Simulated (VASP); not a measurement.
# Si: electric field gradients with PBE

The system is Si.

```xyz
8
Lattice="3.7948 0.0000 0.0000 -1.8974 3.2864 0.0000 0.0000 0.0000 12.7099" Properties=species:S:1:pos:R:3 pbc="T T T"
Si    0.0000    0.0000    5.1775
Si    0.0000    0.0000   11.5324
Si    0.0000    0.0000    1.1775
Si    0.0000    0.0000    7.5324
Si    0.0000    2.1909    4.3643
Si    1.8974    1.0955   10.7192
Si    0.0000    2.1909    1.9907
Si    1.8974    1.0955    8.3456
```

This isn't the form of Si at room conditions, which is diamond.

* Program: VASP 6.6.1
* Task: electric field gradients
* Functional: PBE
* Potentials or basis: VASP PAW PBE potentials, release 64 (Si)
* Cutoff: 520 eV
* k mesh: 8 × 8 × 3
* Occupations: fermi-dirac, width 0.05 eV
* Spin: no spin polarisation
* Dipole correction: no
* Further INCAR settings: ALGO = Normal; EDIFF = 1e-08; NBANDS = 26

```yaml
Pressure: 2.8 GPa
Band_gap_on_the_k_mesh: 0.58 eV, indirect (least direct gap 1.48 eV)
```

Forces in eV/Å, atoms in the order of the input:
```
Si   0.000  0.000 -0.001
Si   0.000  0.000 -0.001
Si   0.000  0.000  0.001
Si   0.000  0.000  0.001
Si   0.000  0.000  0.003
Si   0.000  0.000  0.003
Si   0.000  0.000 -0.003
Si   0.000  0.000 -0.003
```

Stress tensor (GPa, compression positive):
```
3.91 0.00 0.00
0.00 3.91 0.00
0.00 0.00 0.68
```

Levels at points of the mesh, in eV from the valence-band top:
```tsv
k point	band 13	band 14	band 15	band 16	band 17	band 18	band 19	band 20
(0.00, 0.00, 0.00)	-0.73	-0.35	0.00	0.00	1.48	1.92	2.19	2.28
(0.50, 0.00, 0.00)	-2.33	-2.32	-1.86	-1.37	0.58	0.63	0.97	1.42
```

Electric field gradients, principal values (V/Å²):
```tsv
atom	Vxx	Vyy	Vzz
1 Si	-2.704	-2.704	5.408
2 Si	-2.704	-2.704	5.408
3 Si	-2.704	-2.704	5.408
4 Si	-2.704	-2.704	5.408
5 Si	-3.248	-3.248	6.496
6 Si	-3.248	-3.248	6.496
7 Si	-3.248	-3.248	6.496
8 Si	-3.248	-3.248	6.496
```

It took 91 s on 1 thread of Intel(R) Xeon(R) Platinum 8488C (Sapphire Rapids) (shared host), peak memory 0.26 GiB.

Caveat: an odd mesh through Γ misses points on the zone boundary, where band edges often lie.
